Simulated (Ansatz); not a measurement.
Runs of Ansatz 0.2.0 on CdF2. The structure is cubic, space group Fm-3m (No. 225). The conventional cell has a = 5.388 Å, b = 5.388 Å, c = 5.388 Å, α = 90.00°, β = 90.00°, γ = 90.00°. Cd (site symmetry m-3m) is surrounded by 8 F at 2.33 Å. Around F (site symmetry -43m) lie 4 Cd at 2.33 Å. 

| task | level | cutoff (eV) | points for each segment of the path | gap on the mesh (eV) | pressure (GPa) | V0 of scaled cells (Å³/atom) | B0 (GPa) |
| --- | --- | --- | --- | --- | --- | --- | --- |
| equation of state | r2SCAN | 500 | - | - | - | (b) | 113 |
| band structure | LDA | 420 | 14 | 2.84 | -5.7 | - | - |
| band structure | r2SCAN | 500 | 14 | 3.82 | (c) | - | - |
| equation of state | LDA | 420 | - | - | - | (a) | 125 |

Alike in all rows: potentials or basis Ansatz PAW; no spin polarisation; cell as given; k mesh 9 × 9 × 9; smearing fermi-dirac 0.05 eV.

Q: Estimate the missing entries.

A: (a) 12.38; (b) 13.04; (c) 0.0.

Caveats: the PAW data sets come from PBE, with cores solved anew for the run's functional, which leaves a small shift of forces and pressure (some runs); the PAW data sets were made with another functional, which shifts forces and pressure a little (some runs).

A k mesh can miss the band edges, and the runs leave out spin-orbit coupling on Cd.

Runs at the PBE level aren't shown here.
